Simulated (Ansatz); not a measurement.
Al:

```
Al
1.0
     4.49160    0.00000    0.00000
    -2.24580    3.88984    0.00000
     0.00000    0.00000    2.72260
Al
2
Direct
  0.33333 0.66667 0.00000
  0.66667 0.33333 0.00000
```

The cell was built by a generator and needn't be a form met in nature.

```yaml
Program: Ansatz 0.2.0
Task: relaxation of cell and atoms
Functional: PBE0
Potentials_or_basis: Ansatz PAW
Cutoff: "420 eV (not typed: the program's choice for these potentials)"
k_mesh: 4 × 4 × 5
Occupations: fermi-dirac, width 0.05 eV
Spin: no spin polarisation
```

At the start: volume 23.78 Å³/atom.

Where does the relaxation end?

It ends after 5 steps and the volume is 24.76 Å³/atom (+4.1 %); space group P6/mmm (No. 191, to 0.05 Å).

The path:
```
step  energy change (eV)  largest force (eV/Å)  volume (Å³)
   1              0.0000                0.0000        47.57
   2             -0.0134                0.0000        49.47
   3             -0.0139                0.0000        49.52
   4             -0.0139                0.0000        49.53
   5             -0.0144                0.0000        49.53
```

Final structure:
```yaml
crystal:
  lattice:
    - [4.53481, 0.00000, 0.00000]
    - [-2.26740, 3.92726, 0.00000]
    - [0.00000, 0.00000, 2.78088]
  atoms:
    - { symbol: Al, position: [0.33333, 0.66667, 0.00000] }
    - { symbol: Al, position: [0.66667, 0.33333, 0.00000] }
```

Caveat: the k mesh is coarse (spacing up to 0.46 Å⁻¹), so the values aren't converged, least of all with exact exchange; the plane-wave basis is chosen anew once the cell has moved, so the energies of steps on either side of that aren't comparable; the PAW data sets come from PBE, with cores solved anew for the run's functional, which leaves a small shift of forces and pressure.
